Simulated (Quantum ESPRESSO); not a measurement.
# La under changes of volume

One of the cells (36.962 Å³/atom); the others are scaled copies at fixed shape and fractional positions:

```xyz
2
Lattice="3.7500 0.0000 0.0000 -1.8750 3.2476 0.0000 0.0000 0.0000 6.0700" Properties=species:S:1:pos:R:3 pbc="T T T"
La    1.8750    1.0825    4.5525
La    0.0000    2.1651    1.5175
```

This isn't the form of La at room conditions, which is double hcp.

```yaml
Program: Quantum ESPRESSO 7.5
Functional: PBEsol
Potentials_or_basis: PseudoDojo 0.4.1 SR PBEsol standard
Cutoff: 1497 eV
Density_cutoff: 5987 eV
k_mesh: 8 × 8 × 5
Occupations: fermi-dirac, width 0.05 eV
Spin: no spin polarisation
```

| volume (Å³/atom) | energy over the lowest point (meV/atom) | pressure (GPa) |
| --- | --- | --- |
| 34.744 | 0.00 | 0.0 |
| 35.483 | 1.28 | -0.5 |
| 36.222 | ? | ? |
| 36.962 | 10.48 | -1.5 |
| 37.701 | 18.33 | -1.9 |
| 38.440 | 28.23 | -2.4 |
| 39.179 | 40.04 | -2.8 |

What does the run at 36.222 Å³/atom give?

Energy over the lowest point 4.77 meV/atom; pressure -1.0 GPa.

Worked out: A Birch-Murnaghan fit of order 3 (a polynomial in V^(-2/3)) to the other rows has its minimum at 34.71 Å³/atom, just outside them, with B0 = V·E''(V) = 24 GPa (rough, since the energies scatter) at fixed shape and positions, which overstates the stiffness. It gives 4.78 meV/atom at 36.222 Å³/atom, against the run's 4.77, and -dE/dV = -1.0 GPa, against -1.0.

Energies are extrapolated to zero smearing.
